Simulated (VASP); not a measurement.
# PbS: G0W0 on PBE, by tags set and frequency points

PbS, Fm-3m (no. 225), 2 atoms in the cell. PBE, GW; PAW potentials Pb_d_GW, S_GW (PBE set).

| Tags set | Frequency points | Quasiparticle gap on the mesh (eV) | Gap of the starting point on the mesh (eV) | Quasiparticle gap at the zone centre (eV) | Starting gap at the zone centre (eV) | Correction of the gap between the band edges on the mesh (eV) | Time (s) |
|---|---|---|---|---|---|---|---|
| NOMEGA = 48, OMEGAMAX left out | 48 | 1.34 | 0.36 | 8.47 | 7.38 | 0.98 | 129 |
| NOMEGA = 48, OMEGAMAX = 30 | 48 | 0.80 | 0.36 | 7.52 | 7.38 | 0.43 | 136 |
| NOMEGA = 96, OMEGAMAX left out | 96 | 0.92 | 0.36 | 7.74 | 7.38 | 0.56 | 132 |
| NOMEGA = 96, OMEGAMAX = 30 | 96 | 0.71 | 0.36 | 7.40 | 7.38 | 0.34 | 138 |
| NOMEGA = 96, OMEGAMAX = 20 | 96 | 0.68 | 0.36 | 7.37 | 7.38 | 0.32 | 129 |
| NOMEGA = 96, OMEGAMAX = 60 | 96 | 0.79 | 0.36 | 7.51 | 7.38 | 0.42 | 150 |
| NOMEGA = 200, OMEGAMAX left out | 200 | 0.76 | 0.36 | 7.47 | 7.38 | 0.40 | 152 |
| NOMEGA = 200, OMEGAMAX = 30 | 200 | 0.66 | 0.36 | 7.35 | 7.38 | 0.30 | 159 |

Limits: spin-orbit coupling is left out, which can change the gap by several tenths of an eV or more with Pb; the mesh is coarse: the screening isn't converged, and the gap may still move by about 0.1 eV.

## Input of the first row

INCAR.step1:
```
  PREC = Accurate
  ENCUT = 300
  ISMEAR = 0
  SIGMA = 0.05
  LASPH = T
  LREAL = F
  GGA = PE
  ALGO = Normal
  EDIFF = 1E-8
  NELM = 150
  LWAVE = T
  LCHARG = F
  KPAR = 4
```

INCAR.step2, as INCAR.step1 but for:
```
- ALGO = Normal
- NELM = 150
+ ALGO = Exact
+ NELM = 1
+ ISTART = 1
+ NBANDS = 248
+ LOPTICS = T
```

INCAR.step3:
```
  PREC = Accurate
  ENCUT = 300
  ISMEAR = 0
  SIGMA = 0.05
  LASPH = T
  LREAL = F
  GGA = PE
  ALGO = EVGW0
  NBANDS = 248
  NBANDSGW = 15
  ENCUTGW = 160
  NOMEGA = 48
  PRECFOCK = Fast
  ISTART = 1
  LWAVE = F
  LCHARG = F
  NELMGW = 1
  KPAR = 4
```

KPOINTS:
```
k-points
0
Gamma
  4 4 4
```

POSCAR:
```
PbS
1.0
    0.0000000000      2.9657500000      2.9657500000
    2.9657500000      0.0000000000      2.9657500000
    2.9657500000      2.9657500000      0.0000000000
Pb S
1 1
Direct
    0.0000000000      0.0000000000      0.0000000000
    0.5000000000      0.5000000000      0.5000000000
```

Commands (each step's output is kept before the next begins):
```
cat potpaw_PBE.64/Pb_d_GW/POTCAR potpaw_PBE.64/S_GW/POTCAR > POTCAR
cp INCAR.step1 INCAR
mpirun -np 4 vasp_std > vasp.out
cp INCAR.step2 INCAR
mpirun -np 4 vasp_std > vasp.out
cp INCAR.step3 INCAR
mpirun -np 4 vasp_std > vasp.out
```

Changes of the last row against the first:
```
(step 3)
- NOMEGA = 48
+ NOMEGA = 200
+ OMEGAMAX = 30
```

VASP 6.6.1 took 129 s on 4 cores (Intel Xeon Platinum 8488C (Sapphire Rapids)), a shared host.
